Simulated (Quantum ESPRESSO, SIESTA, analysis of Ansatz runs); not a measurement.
# Where P_B puts its levels in BP (F-43m) (SIESTA)

Question: at which Fermi levels does P_B in BP (F-43m) change its charge? Model: a cell of 54 host atoms with 1 B taken out and 1 P put in.

Calculated with SIESTA 5.4.2; SIESTA numerical-orbital DFT, PBEsol, DZP basis, PseudoDojo 0.4.1 potentials converted to PSML; charged supercells in a uniform background, point-charge correction with alignment at far sites.

### Step 1. Set-up

The cell holds 54 atoms: 26 B and 28 P. Its edges and angles: a = 9.661 Å, b = 9.661 Å, c = 9.661 Å, α = 60.0°, β = 60.0°, γ = 60.0°. It derives from BP (space group F-43m). Nearest the centre at fractional (0.667, 0.333, 0.667): P47 at 0.00 Å, P22 at 1.97 Å, P40 at 1.97 Å, P24 at 1.97 Å, P28 at 1.97 Å, B43 at 3.22 Å, B11 at 3.22 Å, B41 at 3.22 Å.

Coordinates:

```xyz
54
Lattice="0.0000 6.8314 6.8314 6.8314 0.0000 6.8314 6.8314 6.8314 0.0000" Properties=species:S:1:pos:R:3 pbc="T T T"
B     0.0000    0.0000    0.0000
P     3.4157    3.4157    3.4157
B     2.2771    2.2771    0.0000
P     5.6928    5.6928    3.4157
B     4.5542    4.5542    0.0000
P     7.9699    7.9699    3.4157
B     2.2771    0.0000    2.2771
P     5.6928    3.4157    5.6928
B     4.5542    2.2771    2.2771
P     7.9699    5.6928    5.6928
B     6.8313    4.5542    2.2771
P    10.2470    7.9699    5.6928
B     4.5542    0.0000    4.5542
P     7.9699    3.4157    7.9699
B     6.8313    2.2771    4.5542
P    10.2470    5.6928    7.9699
B     9.1085    4.5542    4.5542
P    12.5242    7.9699    7.9699
B     0.0000    2.2771    2.2771
P     3.4157    5.6928    5.6928
B     2.2771    4.5542    2.2771
P     5.6928    7.9699    5.6928
B     4.5542    6.8313    2.2771
P     7.9699   10.2470    5.6928
B     2.2771    2.2771    4.5542
P     5.6928    5.6928    7.9699
B     4.5542    4.5542    4.5542
P     7.9699    7.9699    7.9699
B     6.8313    6.8313    4.5542
P    10.2470   10.2470    7.9699
B     4.5542    2.2771    6.8313
P     7.9699    5.6928   10.2470
B     6.8313    4.5542    6.8313
P    10.2470    7.9699   10.2470
B     9.1084    6.8313    6.8313
P    12.5242   10.2470   10.2470
B     0.0000    4.5542    4.5542
P     3.4157    7.9699    7.9699
B     2.2771    6.8313    4.5542
P     5.6928   10.2470    7.9699
B     4.5542    9.1085    4.5542
P     7.9699   12.5242    7.9699
B     2.2771    4.5542    6.8313
P     5.6928    7.9699   10.2470
B     4.5542    6.8313    6.8313
P     7.9699   10.2470   10.2470
P     6.8313    9.1084    6.8313
P    10.2470   12.5242   10.2470
B     4.5542    4.5542    9.1085
P     7.9699    7.9699   12.5242
B     6.8313    6.8313    9.1084
P    10.2470   10.2470   12.5242
B     9.1084    9.1084    9.1084
P    12.5242   12.5242   12.5242
```

The host's dielectric constants go in as inputs: 9.44 for the electrons alone, 9.57 with the ions, from a response run on this crystal (DFPT, PBEsol, Quantum ESPRESSO) at that run's own cell.

The cell's shortest repeat is 9.7 Å.

The primitive cell was relaxed at this level beforehand, to 23.61 Å³.

The defect-free supercell was relaxed beforehand, from displaced atoms: they ended at most 0.01 Å from the sites they started about, so the symmetric structure holds.

### Step 2. Band edges

Levels are counted from the valence top, which comes from the unit cell, dense mesh; the energy of the host comes from the defect-free supercell at the defects' own k-points, so that the host's part of the sampling error cancels.

Input file host.fdf:

```
SystemName                      BP
SystemLabel                     host
NumberOfSpecies                 2
NumberOfAtoms                   2
%block ChemicalSpeciesLabel
  1    5 B
  2   15 P
%endblock ChemicalSpeciesLabel
LatticeConstant                 1.0 Ang
%block LatticeVectors
    -0.000003000     2.277117000     2.277117000
     2.277117000    -0.000003000     2.277117000
     2.277117000     2.277117000    -0.000003000
%endblock LatticeVectors
AtomicCoordinatesFormat         Fractional
%block AtomicCoordinatesAndAtomicSpecies
    -0.000003733    -0.000003733    -0.000003733  1
     0.750003678     0.750003678     0.750003678  2
%endblock AtomicCoordinatesAndAtomicSpecies
%block kgrid.MonkhorstPack
   12   0   0  0.00
    0  12   0  0.00
    0   0  12  0.00
%endblock kgrid.MonkhorstPack
XC.Functional                   GGA
XC.Authors                      PBEsol
PAO.BasisSize                   DZP
PAO.EnergyShift                 0.005 Ry
Mesh.Cutoff                     300 Ry
OccupationFunction              FD
ElectronicTemperature           0.01 eV
MaxSCFIterations                150
SCF.MustConverge                true
SCF.Mixer.Method                Pulay
SCF.Mixer.Weight                0.2
SCF.Mixer.History               10
SCF.DM.Tolerance                1.0e-4
SCF.H.Tolerance                 1.0e-3 eV
WriteForces                     true
Charge.Mulliken                 end
```

On the command line:

```sh
OMP_NUM_THREADS=1 siesta host.fdf > host.out
```

The log of the run:

```text
Version         : 5.4.2

                           ***********************
                           *  WELCOME TO SIESTA  *
                           ***********************

[...]
reinit: Reading from file host.fdf

reinit: -----------------------------------------------------------------------
reinit: System Name: BP
reinit: -----------------------------------------------------------------------
reinit: System Label: host
reinit: -----------------------------------------------------------------------

initatom: Reading input for the pseudopotentials and atomic orbitals ----------
Species number:   1 Atomic number:    5 Label: B
Species number:   2 Atomic number:   15 Label: P

[... pseudopotential checks and orbital generation ...]

prinput: Basis input

PAO.BasisType split

%block ChemicalSpeciesLabel
    1    5 B                       # Species index, atomic number, species label
    2   15 P                       # Species index, atomic number, species label
%endblock ChemicalSpeciesLabel

%block PAO.Basis                 # Define Basis set
# WARNING: This information might be incomplete!
[...]
(Free)E + p*V (eV/cell)     -268.8399
Target enthalpy (eV/cell)     -268.8331
[...]
siesta: Final energy (eV):
siesta:  Band Struct. =     -95.648576
siesta:       Kinetic =     123.568275
siesta:       Hartree =      16.654660
siesta:         Exch. =     -78.793636
siesta:         Corr. =     -10.728831
siesta:   Exch.-corr. =     -89.522468
siesta:  Ion-electron =    -151.401772
siesta:       Ion-ion =    -168.131831
siesta:         Total =    -268.833135
siesta:         Fermi =      -4.924779
[...]
siesta: Stress tensor (static) (eV/Ang**3):
siesta:     0.000284   -0.000013   -0.000013
siesta:    -0.000013    0.000284   -0.000013
siesta:    -0.000013   -0.000013    0.000284
[...]
siesta: Cell volume =         23.614942 Ang**3
[...]
siesta: Pressure (static):
siesta:                Solid            Molecule  Units
siesta:          -0.00000310         -0.00000195  Ry/Bohr**3
siesta:          -0.00028447         -0.00017932  eV/Ang**3
siesta:          -0.45577181         -0.28729665  kBar
[...]
mulliken: Qtot =        8.000

Mulliken Atomic Populations:
Atom #   charge [q] valence [e]  Species
     1    -0.480469    3.480469  B
     2     0.480469    4.519531  P
 Total     0.000000

Job completed
```

The job ended after 21 s (1 MPI rank of Arm Neoverse V2, shared host; peak memory 0.19 GiB).

The gap at this level is 1.15 eV.

Test of the sampling: at one point at (¼, ¼, ¼) the host's energy lies 152 meV an atom above its value on the primitive cell's dense mesh, too far, so all defect runs take a 2×2×2 mesh.

(Continued in part 2 of 3.)

[Logs are printed without paths, hosts, clocks, repeated set-up lines and the standing remarks that a program may print on its own settings, such as how far it seeks lower states.]

[Hosts, paths, dates, database ids (printed as entryN), source tags and the programs' standing remarks are cut or masked in the printed files.]

[For some hosts the program warned that the k-mesh of the response run may be too coarse for force constants and the static dielectric constant; such warnings are not shown here.]

[Charge tables in the logs are Mulliken or Hirshfeld populations, whose sizes and signs can differ; where basis functions stand at a vacancy, SIESTA counts their charge against the missing atom's valence.]

[In relaxation paths of CP2K, step 0 can be the structure after the first move, since the trajectory file begins there, and the last row can be the final structure solved once more.]
